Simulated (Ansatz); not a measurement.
Runs of Ansatz 0.2.0 on Sb. It takes space group I4/mmm (No. 139, tetragonal). The conventional cell has a = 3.153 Å, b = 3.153 Å, c = 5.424 Å, α = 90.00°, β = 90.00°, γ = 90.00°. Around Sb (site symmetry 4/mmm) lie 12 Sb at 3.15 to 3.51 Å. This isn't the form of Sb at room conditions, which is rhombohedral.

```csv
level,k mesh,cutoff (eV),mesh quality,V0 of scaled cells (Å³/atom),B0 (GPa)
r2SCAN,12 × 12 × 12,500,not flagged,(a),61
PBE0,6 × 6 × 6,420,coarse,26.68,72
LDA,12 × 12 × 12,420,not flagged,(c),71
PBEsol,12 × 12 × 12,420,not flagged,(b),68
```

Alike in all rows: task equation of state; potentials or basis Ansatz PAW; no spin polarisation; cell as given; smearing fermi-dirac 0.05 eV.

Question: Fill in the values left out.

Answer: (a) 27.47; (b) 26.44; (c) 25.97.

Caveats: some runs use coarse meshes; the cell was scaled at fixed shape and fractional positions, which overstates the stiffness of a crystal with free parameters, most of all of layers and chains; the PAW data sets were made with another functional, which shifts forces and pressure a little (some runs).
